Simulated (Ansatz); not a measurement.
# ZnS: the cost of one run

Method: DFT PBE, scalar-relativistic, plane waves, PAW, in Ansatz 0.2.0.

## Step 1: The system as given

It takes space group P4_2/mnm (No. 136, tetragonal). The conventional cell has a = 6.127 Å, b = 6.127 Å, c = 3.677 Å, α = 90.00°, β = 90.00°, γ = 90.00°. Zn (site symmetry m2m) is surrounded by 4 S at 2.20 to 2.21 Å. S (site symmetry m2m) is surrounded by 4 Zn at 2.20 to 2.21 Å.

Coordinates:

```cif
data_structure
_symmetry_space_group_name_H-M 'P 1'
_symmetry_Int_Tables_number 1
_cell_length_a 6.1269
_cell_length_b 6.1269
_cell_length_c 3.6772
_cell_angle_alpha 90.000
_cell_angle_beta 90.000
_cell_angle_gamma 90.000
_cell_volume 138.04
loop_
_atom_site_label
_atom_site_type_symbol
_atom_site_fract_x
_atom_site_fract_y
_atom_site_fract_z
_atom_site_occupancy
Zn1 Zn 0.68050 0.68050 0.00000 1
Zn2 Zn 0.18050 0.81950 0.50000 1
Zn3 Zn 0.81950 0.18050 0.50000 1
Zn4 Zn 0.31950 0.31950 0.00000 1
S1 S 0.81950 0.81950 0.50000 1
S2 S 0.18050 0.18050 0.50000 1
S3 S 0.68050 0.31950 0.00000 1
S4 S 0.31950 0.68050 0.00000 1
```

The cell is invented: 4-connected net, two elements alternating (P4_2/mnm, No. 136). The dimensions are guesses.

## Step 2: A first look at the guess

input.yaml reads:

```yaml
crystal:
  lattice:
    - [6.12693074, 0.0, 0.0]
    - [0.0, 6.12693074, 0.0]
    - [0.0, 0.0, 3.67724452]
  atoms:
    - { symbol: Zn, position: [0.68049857, 0.68049857, 0.0] }
    - { symbol: Zn, position: [0.18049857, 0.81950143, 0.5] }
    - { symbol: Zn, position: [0.81950143, 0.18049857, 0.5] }
    - { symbol: Zn, position: [0.31950143, 0.31950143, 0.0] }
    - { symbol: S, position: [0.81950143, 0.81950143, 0.5] }
    - { symbol: S, position: [0.18049857, 0.18049857, 0.5] }
    - { symbol: S, position: [0.68049857, 0.31950143, 0.0] }
    - { symbol: S, position: [0.31950143, 0.68049857, 0.0] }
basis:
  ecutwfc: 420
kpoints:
  mp_grid: { grid: [4, 4, 6] }
hamiltonian:
  xc: pbe
scf:
  occupations: { method: gaussian, width: 0.1 }
  lower_state_search: "off"
output:
  forces: true
  stress: true
  eigenvalues: true
```

Started as:

```sh
ansatz run input.yaml --threads 1 --pin off --max-ram 2560MiB --backend cpu --events-out ev --progress --plain --runs-dir out
```

What time and memory should one allow on 1 thread of Arm Neoverse V1, shared host?

About 13 s, with a peak of 0.41 GiB.
